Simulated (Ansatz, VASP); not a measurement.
**Two plane-wave programs on ZrC**

```
Zr C
1.0
     0.00000    2.35441    2.35441
     2.35441    0.00000    2.35441
     2.35441    2.35441    0.00000
Zr C
1 1
Direct
  0.00000 0.00000 0.00000
  0.50000 0.50000 0.50000
```

Alike in both runs: functional PBE; k mesh 20 × 20 × 20; occupations gaussian, width 0.1 eV; no spin polarisation.

Ansatz relaxed the structure, and its values are those at the end. VASP's run is a single point on that final structure, the one shown.

```csv
,VASP,Ansatz
version,VASP 6.6.1,Ansatz 0.2.0
potentials or method,"VASP PAW PBE potentials, release 64 (Zr_sv, C)","scalar-relativistic, plane waves, PAW"
plane-wave cutoff (eV),520,420
valence electrons in the cell,16,16
```

VASP gave:

- gap on the k mesh at the Fermi level (eV): none
- pressure (GPa): 0.2

**Question.** Estimate Ansatz's values.

**Answer.** gap on the k mesh at the Fermi level (eV): none; pressure (GPa): 0.0.

A gap of «none» marks a metal or a gap that the smearing closes.
